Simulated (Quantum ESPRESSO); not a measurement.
**MoS2 under changes of volume**

One of the cells (17.864 Å³/atom); the others are scaled copies at fixed shape and fractional positions:

```
Mo S
1.0
     3.16900    0.00000    0.00000
    -1.58450    2.74443    0.00000
     0.00000    0.00000   12.32400
Mo S
2 4
Cartesian
  1.5845 0.9148 9.2430
  0.0000 1.8296 3.0810
  1.5845 0.9148 4.6461
  0.0000 1.8296 10.8081
  1.5845 0.9148 1.5159
  0.0000 1.8296 7.6779
```

| Item | Value |
| --- | --- |
| Program | Quantum ESPRESSO 7.5 |
| Functional | LDA |
| Potentials or basis | GBRV 1.5 LDA |
| Cutoff | 612 eV |
| Density cutoff | 4898 eV |
| k mesh | 10 × 10 × 3 |
| Occupations | fermi-dirac, width 0.05 eV |
| Spin | no spin polarisation |

| volume (Å³/atom) | energy over the lowest point (meV/atom) | pressure (GPa) | gap on the mesh (eV) | largest force (eV/Å) |
| --- | --- | --- | --- | --- |
| 16.792 | 5.33 | 4.1 | 0.78 | 0.574 |
| 17.149 | 0.00 | 0.4 | 0.81 | 0.196 |
| 17.507 | 2.45 | -2.9 | 0.83 | 0.154 |
| 17.864 | 11.90 | -5.8 | 0.85 | 0.476 |
| 18.221 | 27.58 | -8.5 | 0.87 | 0.774 |
| 18.578 | 48.83 | -10.8 | 0.89 | 1.049 |
| 18.936 | ? | ? | ? | ? |

**Question.** What does the run at 18.936 Å³/atom give?

**Answer.** Energy over the lowest point 75.07 meV/atom; pressure -13.0 GPa; gap on the mesh 0.90 eV; largest force 1.304 eV/Å.

Worked out: A Birch-Murnaghan fit of order 3 (a polynomial in V^(-2/3)) to the other rows has its minimum at 17.21 Å³/atom with B0 = V·E''(V) = 165 GPa and B' = 4.4 at fixed shape and positions, which overstates the stiffness. It gives 75.16 meV/atom at 18.936 Å³/atom, against the run's 75.07, and -dE/dV = -12.8 GPa, against -13.0. A straight line through the other rows of the gap, of slope 1.06 eV per unit of ln V, extrapolates to 0.91 eV, against the run's 0.90.

Energies are extrapolated to zero smearing.

Caveats: an odd mesh through Γ misses points on the zone boundary, where band edges often lie; forces of over 1 eV/Å show positions far from the minimum, so gaps and moduli don't describe the material at rest (some runs). Spin-orbit coupling on Mo is left out.
